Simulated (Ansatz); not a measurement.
**SiC: energy along a strain**

SiC, F-43m, a = 4.380 Å. The compound has several low-lying forms, and this is one of them. Ansatz: PBE, PAW, 420 eV, Γ-centred 10×10×10 mesh on 2 atoms, Gaussian smearing 0.05 eV; no spin polarisation. Cell vectors (Å): 0.000 2.190 2.190; 2.190 0.000 2.190; 2.190 2.190 0.000. The cell is strained by x per cent times the pattern (0 0 0 1 0 0) in the order xx yy zz yz xz xy (engineering shears), with fractional coordinates held. y is the free energy over the start, V0 = 10.502 Å³/atom. Symmetry makes y even in x. Points with a strain past 8.5 % were computed too (4) and aren't used here.

| x (%) | y (meV/atom) |
| --- | --- |
| -7.50 | 48.72 |
| 0.00 | 0.00 |
| 1.87 | 3.03 |
| 3.75 | 12.15 |
| 5.62 | ? |

Q: Fit y = c2 x² + c4 x⁴ to the other rows, get the stiffness along the pattern, and predict the missing energy.

A: Least squares on the rows shown. y = 0.86357 x² + 4.5465×10⁻⁵ x⁴. The clamped-ion stiffness p·C·p = 2 × 8.636 eV × 160.2 / 10.502 Å³ = 263 GPa, which is C44 in these axes. At x = 5.62 the fit asked for gives 27.32 meV/atom. The run gave 27.31 meV/atom, so the fit is 0.01 meV/atom too high, within twice the rms miss on the fitted rows (0.006 meV/atom).